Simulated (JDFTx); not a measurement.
Runs of JDFTx 1.7.0 (patched build) on BeTe. Symmetry: F-43m, No. 216, cubic system. The conventional cell has a = 5.540 Å, b = 5.540 Å, c = 5.540 Å, α = 90.00°, β = 90.00°, γ = 90.00°. Te (site symmetry -43m) has 4 Be at 2.40 Å as nearest neighbours. Be (site symmetry -43m) is surrounded by 4 Te at 2.40 Å. 

```csv
task,level,potentials or basis,k mesh,cutoff (eV),smearing,band ratio of the Davidson solver,max SCF steps,SCF threshold on the energy,solver of the electrons,further solve for the empty bands,mesh quality,gap on the mesh (eV),pressure (GPa)
single point,LDA,PseudoDojo-SR-LDA-0.4.1-standard with smoothed tails,8 × 8 × 8,1197,gaussian 0.02 eV,-,100,1e-09 Ha,scf,yes,not flagged,1.78,0.6
single point,LDA,SG15-PBE-1.2 with smoothed tails,4 × 4 × 4,1088,fermi-dirac 0.05 eV,-,100,1e-09 Ha,scf,yes,coarse,(b),0.2
single point,r2SCAN,SG15-PBE-1.2 with smoothed tails,4 × 4 × 4,1088,fermi-dirac 0.05 eV,-,100,1e-09 Ha,scf,yes,coarse,2.36,3.7
single point,PBEsol,SG15-PBE-1.2 with smoothed tails,4 × 4 × 4,1088,fermi-dirac 0.05 eV,-,100,1e-09 Ha,scf,yes,coarse,(c),(a)
single point,PBEsol,PseudoDojo-SR-PBEsol-0.4.1-standard with smoothed tails,8 × 8 × 8,1197,fermi-dirac 0.05 eV,-,100,1e-09 Ha,scf,yes,not flagged,1.75,2.4
single point,LDA,PseudoDojo-SR-LDA-0.4.1-standard with smoothed tails,8 × 8 × 8,1197,fermi-dirac 0.05 eV,-,100,1e-09 Ha,scf,yes,not flagged,1.78,0.6
```

Alike in all rows: no spin polarisation; cell as given.

**Question.** Estimate the missing entries.

**Answer.** (a) 2.5; (b) 1.80; (c) 1.76.

Caveats: some runs use coarse meshes; spin-orbit coupling is left out, which moves the levels of the heavy elements; the potentials were made for another functional, which shifts forces and pressure (some runs).

A k mesh can miss the band edges, and the runs leave out spin-orbit coupling on Te.
